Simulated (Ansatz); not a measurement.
An ideal cubic perovskite cell is held by its symmetry; such compounds can tilt or shift off centre at room temperature.

# Evanescent states of LaAlO3 (Pm-3m, cubic perovskite, 5 atoms a cell, 10.8 Å³ an atom) along the normal of (001)

Computed with r2SCAN (plane waves, PAW; Ansatz, an electronic-structure program).

The gap is the functional's own. No spin-orbit coupling. Mid-gap values are those at the computed energy nearest the middle.

Energies count from the valence-band top; κ is the least over a 8×8 mesh across the current.

```
E (eV)  κ (1/Å)  where
------  -------  -----
0.10      0.121  off Γ
0.28      0.203  off Γ
0.47      0.254  off Γ
0.67      0.291  off Γ
0.85      0.320      Γ
1.04      0.344      Γ
1.24      0.363      Γ
1.43      0.380      Γ
1.61      0.394  off Γ
1.80      0.396      Γ
2.00      0.388      Γ
2.19      0.379      Γ
2.38      0.367      Γ
2.56      0.353      Γ
2.75      0.337      Γ
2.94      0.318      Γ
3.13      0.295      Γ
3.33      0.268      Γ
3.52      0.234      Γ
3.71      0.191      Γ
3.90      0.125      Γ
```

Q: How thick must the barrier be to attenuate the transmission by 10^8 when the electrodes' Fermi level lies at 0.10 eV, and what attenuation does that film give at 0.28 eV?

A: d = 8 ln 10 / (2 × 0.121) = 76.1 Å. At 0.28 eV it gives 8 × 0.203/0.121 = 13.4 decades.
